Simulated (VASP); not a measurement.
Input of a VASP 6.6.1 run:

INCAR

```
PREC = Accurate ; ENCUT = 600
EDIFF = 1E-6 ; ISMEAR = 0
SIGMA = 0.03 ; LREAL = F
LASPH = T ; NELM = 80
ALGO = Normal ; ISIF = 3
LWAVE = F ; LCHARG = F
GGA = PS ; IBRION = 2
NSW = 90 ; EDIFFG = -0.01
KPAR = 4
```

Contents of KPOINTS:

```
regular mesh
0
Gamma
  10 10 10
```

File POSCAR:

```
AlN
1.0
    0.0000000000      2.1839935596      2.1839935596
    2.1839935596      0.0000000000      2.1839935596
    2.1839935596      2.1839935596      0.0000000000
Al N
1 1
Direct
    0.0000000000      0.0000000000      0.0000000000
    0.7500000000      0.7500000000      0.7500000000
```

Potentials or basis: VASP PAW PBE potentials, release 64 (Al, N).

Launch:

```sh
$ cat potpaw_PBE.64/Al/POTCAR potpaw_PBE.64/N/POTCAR > POTCAR
$ mpirun -np 4 vasp_std > vasp.out
```

Task: Estimate the relaxed volume.

Result: 10.48 Å³/atom.

Task: Estimate the space group after relaxing (to 0.05 Å).

Result: F-43m (No. 216).

Task: Estimate the band gap on the k mesh.

Result: 3.18 eV, indirect (least direct gap 4.08 eV).

Task: What does it give for the relaxed cell?

Result: a = 3.095 Å, b = 3.095 Å, c = 3.095 Å, α = 60.00°, β = 60.00°, γ = 60.00°.

Final structure:
```cif
data_structure
_symmetry_space_group_name_H-M 'P 1'
_symmetry_Int_Tables_number 1
_cell_length_a 3.0947
_cell_length_b 3.0947
_cell_length_c 3.0947
_cell_angle_alpha 60.000
_cell_angle_beta 60.000
_cell_angle_gamma 60.000
_cell_volume 20.96
loop_
_atom_site_label
_atom_site_type_symbol
_atom_site_fract_x
_atom_site_fract_y
_atom_site_fract_z
_atom_site_occupancy
Al1 Al 0.00000 0.00000 0.00000 1
N1 N 0.75000 0.75000 0.75000 1
```

Caveat: the PAW data sets were made with another functional, which shifts forces and pressure a little. A k mesh can miss the band edges.
